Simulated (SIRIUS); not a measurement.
MgB2: changing the functional

The structure is hexagonal, space group P6/mmm (No. 191). The conventional cell has a = 3.085 Å, b = 3.085 Å, c = 3.523 Å, α = 90.00°, β = 90.00°, γ = 120.00°. Mg (site symmetry 6/mmm) has 12 B at 2.51 Å as nearest neighbours. Around B (site symmetry -6m2) lie 3 B at 1.78 Å.

Kept alike: task single point; k mesh 8 × 8 × 7; occupations fermi-dirac, width 0.05 eV; no spin polarisation. Program: SIRIUS, PseudoDojo 0.4.1 PBE standard (scalar relativistic), cutoff 1152 eV. The mesh is that of the run's cell of 3 atoms. No spin-orbit coupling.

```csv
functional,pressure (GPa)
AM05,-2.76
BLYP,2.55
BP86,0.27
LDA,-4.40
LDA-PZ,-4.27
PBE,-0.86
PBEsol,-2.43
PW91,-0.60
RPBE,0.92
WC,-1.91
revPBE,0.61
```

Pressure is positive in compression; the values hold the error of the finite cutoff, so their zero can differ a little from the energy's minimum. For a metal such a mesh leaves the last digits unconverged. All rows use potentials made for PBE.

**Question.** What does the functional change here?

**Answer.** The pressure runs from -4.40 (LDA) to 2.55 GPa (BLYP). From PBE: AM05 -1.90; BLYP +3.41; BP86 +1.13; LDA -3.54; LDA-PZ -3.41; PBEsol -1.57; PW91 +0.26; RPBE +1.78; WC -1.05; revPBE +1.47. A positive pressure means that the functional's own cell is larger than the one given, a negative one that it is smaller.
